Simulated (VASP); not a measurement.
Here is a VASP 6.6.1 calculation.

The input INCAR:

```
PREC = Accurate ; ENCUT = 520
EDIFF = 1E-6 ; ISMEAR = -1
SIGMA = 0.1 ; LREAL = False
LASPH = True ; NELM = 100
ALGO = Normal ; ISIF = 2
LWAVE = False ; LCHARG = True
GGA = PE ; LELF = True
LVHAR = True
```

The input KPOINTS:

```
Automatic mesh
0
Gamma
  24 24 24
```

POSCAR

```
Nb
1.0
   -1.6505000000      1.6505000000      1.6505000000
    1.6505000000     -1.6505000000      1.6505000000
    1.6505000000      1.6505000000     -1.6505000000
Nb
1
Direct
    0.0000000000      0.0000000000      0.0000000000
```

Potentials or basis: VASP PAW PBE potentials, release 64 (Nb_sv).

Run with:

```bash
$ cat potpaw_PBE.64/Nb_sv/POTCAR > POTCAR
$ mpirun -np 1 vasp_std > vasp.out
```

(1) Predict the band gap on the k mesh.

(2) Estimate the pressure.

## Answers

(1) none (metal or under the smearing width).

(2) 1.3 GPa.
